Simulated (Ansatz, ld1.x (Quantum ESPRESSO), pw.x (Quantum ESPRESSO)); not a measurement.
What a changed setting does to a pw.x run (bcc Al)

Potential: PAW, ld1.x (Quantum ESPRESSO) 7.5, PBE; core [Ne], reference 3s2 3p1; waves: 3s (bound): rcut 2.25, rcutus 2.50 bohr; 3s channel at 0.15 Ry: rcut 2.25, rcutus 2.50 bohr; 3p (bound): rcut 1.35, rcutus 1.85 bohr; 3p channel at 0.75 Ry: rcut 1.35, rcutus 1.85 bohr; 3d channel at 0.05 Ry: rcut 1.65, rcutus 2.05 bohr; 3d channel at 1.5 Ry: rcut 1.65, rcutus 2.05 bohr; local part: all-electron potential smoothed inside 1.65 bohr (lloc = -2); core correction: a·sin(br)/r model core inside 1.60 bohr; augmentation: PSQ, inside the norm-conserving radii.

The reference run (k-mesh 14³, cutoffs 40/320 Ry, Fermi–Dirac 0.01 Ry, mixing_beta 0.4, conv_thr 1e-9, no spin) gives 0.14 GPa at 16.945 Å³/atom, where all-electron LAPW gives 0.07 GPa. This run, with its own iteration cap, changes smearing to mv.

```
&control
  calculation='scf', prefix='x', pseudo_dir='./', outdir='./tmp', tstress=.true., disk_io='none'
/
&system
  ibrav=0, nat=1, ntyp=1, ecutwfc=40, ecutrho=320, nbnd=8,
  occupations='smearing', smearing='mv', degauss=0.01
/
&electrons
  conv_thr=1e-09, mixing_beta=0.4, electron_maxstep=60
/
ATOMIC_SPECIES
Al 1.0 Al.UPF
CELL_PARAMETERS angstrom
  -1.61805716 1.61805716 1.61805716
  1.61805716 -1.61805716 1.61805716
  1.61805716 1.61805716 -1.61805716
ATOMIC_POSITIONS crystal
Al 0.0000 0.0000 0.0000
K_POINTS automatic
14 14 14 0 0 0
```

```bash
pw.x < Al.scf.in > Al.scf.out
```

**Question.** How does the run end?

**Answer.** It converges in 5 iterations; the free energy moves by +11.7 meV/atom and the pressure by +0.05 GPa. This scheme is built to cancel the term in the square of the width that Fermi–Dirac smearing leaves in the F of a metal.

```
Message from routine setup:
     using ibrav=0 with symmetry is DISCOURAGED, use correct ibrav instead
     lattice parameter (alat)  =       5.2961  a.u.
     unit-cell volume          =     114.3505 (a.u.)^3
     number of electrons       =         3.00
     number of Kohn-Sham states=            8
     kinetic-energy cutoff     =      40.0000  Ry
     charge density cutoff     =     320.0000  Ry
     scf convergence threshold =      1.0E-09
     Exchange-correlation= SLA  PW   PBX  PBC
     number of k points=   104  Marzari-Vanderbilt smearing, width (Ry)=  0.0100
     iteration #  1     ecut=    40.00 Ry     beta= 0.40
     total energy              =     -39.49606425 Ry
     estimated scf accuracy    <       0.00506921 Ry
     iteration #  2     ecut=    40.00 Ry     beta= 0.40
     total energy              =     -39.49571227 Ry
     estimated scf accuracy    <       0.00168219 Ry
     iteration #  3     ecut=    40.00 Ry     beta= 0.40
     total energy              =     -39.49575257 Ry
     estimated scf accuracy    <       0.00000182 Ry
     iteration #  4     ecut=    40.00 Ry     beta= 0.40
     total energy              =     -39.49575271 Ry
     estimated scf accuracy    <       0.00000003 Ry
     iteration #  5     ecut=    40.00 Ry     beta= 0.40
     the Fermi energy is     7.6664 ev
!    total energy              =     -39.49575271 Ry
     estimated scf accuracy    <          9.1E-11 Ry
     smearing contrib. (-TS)   =      -0.00007762 Ry
     The total energy is F=E-TS. E is the sum of the following terms:
     one-electron contribution =       3.11746536 Ry
     hartree contribution      =       0.00272105 Ry
     xc contribution           =      -2.03191078 Ry
     ewald contribution        =      -5.35586600 Ry
     one-center paw contrib.   =     -35.22808471 Ry
     convergence has been achieved in   5 iterations
          total   stress  (Ry/bohr**3)                   (kbar)     P=        1.82
     Message from routine punch:
     Nothing written, as per user request (disk_io='none')
```

The run took about 6.8 s on one core of a shared host (Neoverse-V1, 32 threads, 247 GiB, load 20).
